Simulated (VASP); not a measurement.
A run of VASP 6.6.1:

Contents of INCAR:

```
SYSTEM = Ru
PREC = Accurate
ENCUT = 520
EDIFF = 1E-6
ISMEAR = -1
SIGMA = 0.1
LREAL = .FALSE.
LASPH = .TRUE.
NELM = 100
ALGO = Normal
ISIF = 2
LWAVE = .FALSE.
LCHARG = .FALSE.
GGA = B5
ALDAX = 1.0
AGGAX = 1.0
AGGAC = 1.0
ALDAC = 0.0
NBANDS = 21
```

KPOINTS

```
Automatic mesh
0
G
  11 11 11
  0 0 0
```

File POSCAR:

```
Ru
1.0
    0.0000000000      2.8410419904      2.8410419904
    2.8410419904      0.0000000000      2.8410419904
    2.8410419904      2.8410419904      0.0000000000
Ru
2
Direct
    0.1250000000      0.1250000000      0.1250000000
    0.8750000000      0.8750000000      0.8750000000
```

Potentials or basis: VASP PAW PBE potentials, release 64 (Ru_pv).

Run with:

```bash
$ cat potpaw_PBE.64/Ru_pv/POTCAR > POTCAR
$ mpirun -np 1 vasp_std > vasp.out
```

Hardware: 1 thread of Intel(R) Xeon(R) Platinum 8488C (Sapphire Rapids), with other jobs on the host.

Task: How long does it take, and how much memory?

Result: Wall time 32 s on 1 thread of Intel(R) Xeon(R) Platinum 8488C (Sapphire Rapids) (shared host), peak memory 0.19 GiB. Counts: scf iterations 11, k points 56.
